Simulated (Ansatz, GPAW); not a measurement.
# Geometry or basis: what sets the conductance of 1,4-diisocyanobenzene between two Ir chains, part 2 of 4

Wanted: T(E) of 1,4-diisocyanobenzene between two Ir chains at a relaxed geometry in two programs, beside the unrelaxed structure.

GPAW 26.7.0 and Ansatz 0.2.0; Ansatz plane waves; relaxation of the junction with the lead ends held; PAW set soft_1 (the session's first sound run).

So far. Step 2 (Relaxation): The relaxation lowered the energy of the cell by 1.27 eV.

## Step 3: Plane-wave reference (PBE)

A plane-wave run comes first: its basis does not favour the atoms, so it serves as the reference for the orbital bases.

This step: Ansatz plane waves; Landauer transmission by layers, zero bias; PAW set soft_1 (Ansatz 0.2.0).

File input.yaml:

```yaml
crystal:
  lattice:
    - [10.8160169925, 0.0, 0.0]
    - [0.0, 9.0, 0.0]
    - [0.0, 0.0, 46.5957231111]
  atoms:
    - { symbol: Ir, position: [0.5, 0.5, 0.0246803767] }
    - { symbol: Ir, position: [0.5, 0.5, 0.0740411302] }
    - { symbol: Ir, position: [0.5, 0.5, 0.1234018836] }
    - { symbol: Ir, position: [0.5, 0.5, 0.1727626371] }
    - { symbol: Ir, position: [0.5, 0.5, 0.2221233905] }
    - { symbol: Ir, position: [0.5, 0.5, 0.2714841439] }
    - { symbol: Ir, position: [0.5504877355, 0.5155545537, 0.3215970347] }
    - { symbol: Ir, position: [0.4696735912, 0.4933264236, 0.3699035764] }
    - { symbol: C, position: [0.4980700428, 0.5023429585, 0.4120360371] }
    - { symbol: "N", position: [0.5021073608, 0.5039953582, 0.438064014] }
    - { symbol: C, position: [0.5010567083, 0.5042785469, 0.4683747722] }
    - { symbol: H, position: [0.7001372963, 0.5088131821, 0.4744831947] }
    - { symbol: H, position: [0.3014072767, 0.4999003178, 0.4734123955] }
    - { symbol: C, position: [0.6106262778, 0.5067507838, 0.4852139709] }
    - { symbol: C, position: [0.3897803104, 0.5017961589, 0.4846415853] }
    - { symbol: C, position: [0.6090727536, 0.5065788536, 0.5153922135] }
    - { symbol: C, position: [0.3882248739, 0.5016108536, 0.5148189704] }
    - { symbol: H, position: [0.6974491082, 0.5085269249, 0.5266189198] }
    - { symbol: H, position: [0.2987416349, 0.4996052673, 0.5255628703] }
    - { symbol: C, position: [0.4978123204, 0.5039148438, 0.5316633729] }
    - { symbol: "N", position: [0.4968304967, 0.5035059758, 0.5619718197] }
    - { symbol: C, position: [0.5009878212, 0.502699714, 0.5880044077] }
    - { symbol: Ir, position: [0.5301822681, 0.4997382038, 0.6300900639] }
    - { symbol: Ir, position: [0.4480953007, 0.5047498296, 0.6784157839] }
    - { symbol: Ir, position: [0.5, 0.5, 0.7285158561] }
    - { symbol: Ir, position: [0.5, 0.5, 0.7778766095] }
    - { symbol: Ir, position: [0.5, 0.5, 0.8272373629] }
    - { symbol: Ir, position: [0.5, 0.5, 0.8765981164] }
    - { symbol: Ir, position: [0.5, 0.5, 0.9259588698] }
    - { symbol: Ir, position: [0.5, 0.5, 0.9753196233] }
kpoints:
  mp_grid: { grid: [1, 1, 2] }
hamiltonian:
  xc: pbe
  pseudopotentials: { kind: paw, azcp: { folder: soft_1 } }
scf:
  occupations: { method: fermi_dirac, width: 0.1 }
output:
  transmission:
    leads: [[0, 1]]
    e_range: [-2, 2]
    de: 0.025
    kmesh: [1, 1]
    reduced_basis: true
  write_potential: true
  write_density: true
  volumetric_format: npy
```

Run with:

```
> ansatz run input.yaml --threads 4 --pin off --max-ram 8192MiB --backend cpu --events-out ev --progress --plain --runs-dir out
```

Numbers of over 12 decimals in the logs are rounded to 6 here.

Log:

```text
[...]
Crystal: 30 atoms, lattice volume = 4535.821 Å³
Basis set: ecut = 420 eV, 88513 PW (Γ)
Bands: 191, of which v1, the nominal top of the filled ones, is band 159 counted from 1 (158 counted from 0)
Symmetry: 1 space group operations
[...]
k-points: 2
[...]
SCF iter   1: F=—  HF=-193775.338078 eV  |F-HF|=—  |Δ(HF+E_count)|=         —  Δρ=2.68e-2  dr2=3.04e1  ethr=3.10e-3  ⟨swp⟩=8.0  Hψ=1503  notcnv=0  defer=2
[...]
SCF iter  13: F=-193764.971219 eV  HF=-193764.971219 eV  |F-HF|=3.76e-8  |Δ(HF+E_count)|=   4.95e-8  Δρ=7.23e-7  dr2=5.14e-8  ethr=3.14e-11  ⟨swp⟩=3.0  Hψ=634  notcnv=0
SCF 1 converged in 13 iterations: F = -193764.971219 eV  dr2 = 5.14e-8
[...]
transmission: 8 of 80 steps passed
transmission: 16 of 80 steps passed
[...]
transmission: 80 of 80 steps passed
WARN: The input density's exchange-correlation potential varies sharply where the density is thin. Do not read a vacuum level from v_tot or v_xc, or from such a field of the output density. On a cell that repeats whose density bears no net charge and no dipole along the vacuum's axis use v_es (v_loc + v_h of the components); under efield.dipole_correction with no amplitude use v_es + v_field, which holds any external [...]
SCF converged after 13 iterations
the last check of whether an eigenvalue changes by more than its tolerance under the output density was not made (no_room)
Free energy (F): -193764.971219 eV
[...]
Internal energy: -193763.229748 eV  (E = F + TS)
E sigma→0 (E₀):  -193764.100484 eV
Entropy (-TS):   -1.741471 eV (-58.049 meV/atom)
Fermi energy:    -3.697971 eV
[...]
--- Band table (eV) ---
  k-point 0: bands = [... 155 lower, -3.7882, -3.7837, -3.7663, -3.7404, -3.7252, -3.6633, -3.6606, -3.6003, ... 28 higher]
  k-point 1: bands = [... 155 lower, -3.7872, -3.7715, -3.7588, -3.7426, -3.7178, -3.6624, -3.6607, -3.6541, ... 28 higher]
--- Transmission ---
  basis      : 855 plane waves across, 80 finite elements along
  points     : 1, standing for a mesh of 1 x 1
  filling    : by the input's occupations and mesh, since the crystals that have channels conduct as metals do. If one of these is a semiconductor, that mesh has misplaced its level
  energies   : 161 from -2.000000 to 2.000000 eV about the Fermi level, 0.025000 eV apart; the leads are filled to 0.000000 eV, and channels, transmission and decay are at 0.000000 eV
  crystal 0  : Ir1, at the sites [0, 1], period 2.3000 Å, over 27.60 Å; its Hamiltonian steps by up to 7.7 meV
    offset         : up to 0.0000 Å between an atom of the period and one for which it stands
    filled         : 7.5 meV over the level at which it is neutral
    channels       : 6.000000e0 a spin
    conductance    : 4.6115e14 S/m² at 300 K; may be off by some 0.0 % by where its bands' edges are placed, 0.8 % from the distance to neutral
  junction   : crystal 0 to crystal 0, 0.70 to 44.99 Å
    transmission   : 2.515641e-1 a spin
    conductance    : 2.1470e13 S/m² at 300 K (2.1435e13 on every other energy)
    error estimate : 0.2 % from the energy spacing and 0.0 % from band edges of the leads and from resonances (wavevectors taken as independent; lower de), 8.5 % from the steps of its leads' Hamiltonians or their offsets (lay more layers), 2.7 % from the distance to neutral
    resistance     : 4.4407e-2 Ω µm² beyond half of each lead's own
```

Elapsed: 85 min, on 4 threads of Arm Neoverse V1, shared host; peak memory 7.2 GiB.

This step gave:

| Property | Result |
| --- | --- |
| free energy | -193764.9712 eV |
| lead level | 0 eV from the Fermi level |
| transmission at the Fermi level (one spin) | 0.2516 |
| open channels of the lead at the Fermi level (one spin) | 6 |
| step of the potential along the lead | 7.7 meV |
| offset of the lead | 0 Å |
| filling of the lead less its bulk value, in size | 7.5 meV |
| conductance | 0.2697 G₀ |

One spin. The transmission, zone mean by energy, zero at the Fermi level:

energy (eV), transmission, zone mean and a bar:
```
   -2.000      0.428 #############
   -1.800      0.266 ########
   -1.600      0.188 #####
   -1.400      0.187 #####
   -1.200      0.177 #####
   -1.000      0.125 ###
   -0.800      0.101 ###
   -0.600      0.172 #####
   -0.400      0.726 ######################
   -0.350      0.798 ########################
   -0.200      0.356 ##########
    0.000      0.252 #######
    0.050      0.387 ###########
    0.200      0.100 ###
    0.400      0.034 #
    0.600      0.021 
    0.800      0.018 
    1.000      0.020 
    1.200      0.028 
    1.400      0.058 #
    1.600      0.219 ######
    1.750      0.985 ##############################
    1.800      0.799 ########################
    2.000      0.057 #
```

One spin. The open channels, zone mean by energy, zero at the Fermi level:

```
energy (eV)  open channels, zone mean
     -2.000                         3
     -1.900                         4
     -1.800                         4
     -1.700                         4
     -1.600                         4
     -1.500                         4
     -1.400                         6
     -1.300                         6
     -1.200                         6
     -1.100                         6
     -1.000                         6
     -0.900                         6
     -0.800                         6
     -0.700                         6
     -0.600                         6
     -0.500                         6
     -0.400                         6
     -0.300                         6
     -0.200                         6
     -0.100                         6
      0.000                         6
      0.100                         4
      0.200                         4
      0.300                         4
      0.400                         4
      0.500                         4
      0.600                         4
      0.700                         4
      0.800                         4
      0.900                         4
      1.000                         3
      1.100                         3
      1.200                         3
      1.300                         3
      1.400                         3
      1.500                         3
      1.600                         3
      1.700                         3
      1.800                         3
      1.900                         3
      2.000                         3
```

Crystal 0, spin -, k parallel (0, 0); distinct values, listed up to 1.5 1/Å. The Im kz of the slowest decaying states by energy, zero at the Fermi level:

```csv
energy (eV),decay 1 (Å⁻¹),decay 2 (Å⁻¹),decay 3 (Å⁻¹),decay 4 (Å⁻¹)
-2.0000,0.0242,0.549,0.549,1.32
-1.7500,0.415,0.415,1.29,1.31
-1.5000,0.185,0.186,1.26,1.28
-1.2500,1.24,1.26,1.32,1.42
-1.0000,1.21,1.23,1.30,1.40
-0.7500,1.19,1.21,1.27,1.37
-0.5000,1.16,1.18,1.24,1.35
-0.2500,1.13,1.15,1.22,1.32
0.0000,1.10,1.12,1.19,1.30
0.2500,0.282,0.282,1.07,1.09
0.5000,0.412,0.412,1.04,1.06
0.7500,0.500,0.500,1.01,1.03
1.0000,0.0985,0.566,0.566,0.978
1.2500,0.216,0.620,0.945,0.972
1.5000,0.283,0.664,0.664,0.912
1.7500,0.332,0.702,0.877,0.907
2.0000,0.371,0.734,0.734,0.842
```

Crystal 0, spin -, k parallel (0, 0). The Re kz of states that move upwards by energy, zero at the Fermi level:

```
energy (eV)  channel 1 (Å⁻¹)  channel 2 (Å⁻¹)  channel 3 (Å⁻¹)  channel 4 (Å⁻¹)  channel 5 (Å⁻¹)  channel 6 (Å⁻¹)
    -2.0000           -0.680           -0.680            0.708                -                -                -
    -1.7500           -0.639           -0.639            0.292            0.729                -                -
    -1.5000           -0.600           -0.600            0.416            0.751                -                -
    -1.2500           -0.562           -0.562            0.338            0.339            0.511            0.773
    -1.0000           -0.524           -0.524            0.528            0.528            0.592            0.796
    -0.7500           -0.487           -0.487            0.662            0.682            0.682            0.823
    -0.5000           -0.451           -0.451            0.722            0.827            0.827            0.856
    -0.2500           -0.415           -0.415            0.770            0.898            0.984            0.984
     0.0000           -0.379           -0.379            0.807            0.952             1.21             1.21
     0.2500           -0.343           -0.343            0.836             1.02                -                -
     0.5000           -0.307           -0.307            0.860             1.09                -                -
     0.7500           -0.270           -0.270            0.882             1.19                -                -
     1.0000           -0.232           -0.232            0.903                -                -                -
     1.2500           -0.193           -0.193            0.923                -                -                -
     1.5000           -0.152           -0.152            0.942                -                -                -
     1.7500           -0.107           -0.107            0.961                -                -                -
     2.0000          -0.0487          -0.0484            0.980                -                -                -
```

The electrostatic potential energy of an electron (with the applied field's), less the Fermi level, planar mean oscillates, so the rows of the table below give means over windows of 2.26 Å about each position, cut where the curve ends. Its first 14 maxima inside the range that stand out by 2 % of the span (Å: eV): 2.3: 5.36, 4.7: 5.35, 6.8: 5.34, 9.2: 5.33, 11.5: 5.30, 13.8: 5.23, 16.2: 5.03, 18.3: 4.88, 19.8: 4.39, 21.1: 4.17, 23.3: 3.83, 25.5: 4.17, 26.8: 4.39, 28.2: 4.88. Its first 14 minima: 1.2: 3.78, 3.5: 3.78, 5.8: 3.79, 8.0: 3.77, 10.3: 3.73, 12.7: 3.69, 15.0: 3.60, 17.3: 3.45, 19.2: 4.05, 20.5: 3.89, 22.3: 2.47, 24.3: 2.47, 26.1: 3.89, 27.4: 4.05.

The electrostatic potential energy of an electron (with the applied field's), less the Fermi level, planar mean by z; means over each step:

| z (Å) | electrostatic potential energy of an electron (with the applied field's), less the Fermi level, planar mean (eV) |
| --- | --- |
| 1.13 | 4.55 |
| 3.39 | 4.55 |
| 5.65 | 4.55 |
| 7.91 | 4.53 |
| 10.17 | 4.50 |
| 12.43 | 4.46 |
| 14.69 | 4.38 |
| 16.95 | 4.21 |
| 19.21 | 4.38 |
| 21.47 | 3.43 |
| 23.73 | 3.00 |
| 25.99 | 4.02 |
| 28.25 | 4.26 |
| 30.51 | 4.28 |
| 32.77 | 4.46 |
| 35.03 | 4.51 |
| 37.29 | 4.54 |
| 39.55 | 4.56 |
| 41.81 | 4.57 |
| 44.07 | 4.58 |
| 46.33 | 4.33 |

The valence density, planar mean oscillates, so the rows of the table below give means over windows of 2.33 Å about each position, cut where the curve ends. Its first 14 maxima inside the range that stand out by 2 % of the span (Å: e/Å³): 1.2: 0.150, 3.5: 0.150, 5.7: 0.148, 8.0: 0.150, 10.3: 0.150, 12.7: 0.151, 15.0: 0.150, 17.2: 0.149, 20.2: 0.0498, 22.3: 0.0997, 24.3: 0.0996, 26.4: 0.0498, 29.4: 0.149, 31.6: 0.150. Its first 14 minima: 2.3: 0.0232, 4.7: 0.0233, 6.8: 0.0233, 9.2: 0.0232, 11.5: 0.0232, 13.8: 0.0216, 16.2: 0.0231, 18.3: 0.0214, 21.1: 0.0262, 23.3: 0.0536, 25.5: 0.0262, 28.2: 0.0215, 30.4: 0.0231, 32.8: 0.0217.

Valence density, planar mean against z; means over each step:

| z (Å) | valence density, planar mean (e/Å³) |
| --- | --- |
| 1.17 | 0.0753 |
| 3.50 | 0.0752 |
| 5.83 | 0.0753 |
| 8.16 | 0.0753 |
| 10.48 | 0.0753 |
| 12.82 | 0.0750 |
| 15.14 | 0.0756 |
| 17.48 | 0.0752 |
| 19.80 | 0.0366 |
| 22.13 | 0.0624 |
| 24.46 | 0.0623 |
| 26.80 | 0.0366 |
| 29.12 | 0.0752 |
| 31.45 | 0.0756 |
| 33.79 | 0.0750 |
| 36.12 | 0.0753 |
| 38.45 | 0.0753 |
| 40.77 | 0.0753 |
| 43.10 | 0.0752 |
| 45.44 | 0.0788 |

The largest of the program's own error estimates on the conductance is 8.5 %. T at the Fermi level is 0.252 of 6 open channels a spin, without spin-orbit coupling, which is large for these atoms.

[end of part 2 of 4]

[Logs are printed without paths, hosts, clocks, repeated set-up lines and the standing remarks that a program may print on its own settings, such as how far it seeks lower states.]

[Hosts, paths, dates, database ids (printed as entryN), source tags and the programs' standing remarks are cut or masked in the printed files.]
